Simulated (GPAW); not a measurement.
Runs of GPAW 26.7.0 on Sr. Symmetry: Fm-3m, No. 225, cubic system. The conventional cell has a = 6.085 Å, b = 6.085 Å, c = 6.085 Å, α = 90.00°, β = 90.00°, γ = 90.00°. Sr (site symmetry m-3m) is surrounded by 12 Sr at 4.30 Å. 

```csv
cell,target pressure,gap on the mesh (eV),pressure (GPa)
relaxed,-,none,0.1
relaxed to 20 GPa,20 GPa,none,20.1
relaxed to 2 GPa,2 GPa,0.17,2.0
relaxed to 5 GPa,5 GPa,(a),4.9
relaxed to 10 GPa,10 GPa,none,10.1
relaxed to 30 GPa,30 GPa,none,29.9
```

Alike in all rows: task relaxation of cell and atoms; level PBEsol; potentials or basis PAW data sets generated in the run's folder for this functional, pw; no spin polarisation; k mesh 8 × 8 × 8; cutoff (eV) 600; smearing fermi-dirac 0.05 eV.

Question: Fill in the values left out.

Answer: (a) 0.16.

Caveats: later steps reuse the first step's grids.

A k mesh can miss the band edges, and the runs leave out spin-orbit coupling on Sr.

A gap of «none» marks a metal or a gap under the smearing width.
